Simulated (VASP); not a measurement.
C, 2 atoms in the cell. The structure is cubic, space group Fd-3m (No. 227). The conventional cell has a = 3.609 Å, b = 3.609 Å, c = 3.609 Å, α = 90.00°, β = 90.00°, γ = 90.00°. Around C (site symmetry -43m) lie 4 C at 1.56 Å. This isn't the form of C at room conditions, which is graphite. The cell isn't the ideal one: a relaxed cell with its volume scaled by 1.03.

| Quantity | Value |
| --- | --- |
| Program | VASP 6.6.1 |
| Task | single point |
| Functional | PBE |
| Potentials or basis | VASP PAW PBE potentials, release 64 (C) |
| Cutoff | 520 eV |
| k mesh | 14 × 14 × 14 |
| Occupations | gaussian, width 0.02 eV |
| Spin | no spin polarisation |
| Further INCAR settings | ALGO = Fast; EDIFF = 1e-07 |

Potentials or basis: VASP PAW PBE potentials, release 64 (C).

Command:

```console
$ cat potpaw_PBE.64/C/POTCAR > POTCAR
$ mpirun -np 1 vasp_std > vasp.out
```

Hardware: 1 thread of AMD EPYC 7R13 Processor (Zen 3), with other jobs on the host.

Q: How long does it take, and how much memory?

A: Run time: 9.6 s on 1 thread of AMD EPYC 7R13 Processor (Zen 3), with other jobs on the host, peak memory 0.09 GiB. Counts: scf iterations 14, k points 104.
